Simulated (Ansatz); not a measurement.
# A decomposition energy, worked out: NaH4

All numbers below come from DFT PBE, scalar-relativistic, plane waves, PAW in Ansatz. All cells share a 420 eV cutoff and Γ-centred k meshes spaced at most about 0.3 Å⁻¹ (about 0.25 or finer for metals, 2π included). No spin polarisation.

The zero of energy is the elements' standard structures at the same level (H₂ as a molecule); no fitted shifts are applied.

Temperature and zero-point effects are left out. With hydrogen, zero-point motion can shift formation energies by some tens of meV/atom.

A trial structure of NaH4 (reached from: random cell; relaxed: space group Fmmm (No. 69), a = 4.451 Å, b = 5.273 Å, c = 7.913 Å) has a formation energy of 0.326 eV/atom. At its composition the lowest mixture among the elements and 1 reference phase computed alike (others may be missing) consists of these:

```tsv
phase	source	ΔE_f (eV/atom)
H2 (gas)	element	0.000
NaH (Fm-3m)	COD	-0.196
```

**Question.** Write the balanced decomposition and find its energy per atom, per formula unit and per mole of formula units.

**Answer.** Balancing Na and H gives 2 NaH4 → 3 H2 + 2 NaH. The left side holds 10 atoms, and the products take 6/10 (H2) and 4/10 (NaH) of them. The mixture therefore lies at 6/10 × (0.000) + 4/10 × (-0.196) = -0.078 eV/atom. The reaction energy is -0.078 − (0.326) = -0.404 eV/atom. Times 5 atoms that is -2.020 eV per NaH4, and times 96.485 it is -195 kJ per mole of NaH4. Decomposition is downhill, so the trial structure is unstable against this mixture. Entropy of the gas would favour the products further at finite temperature.
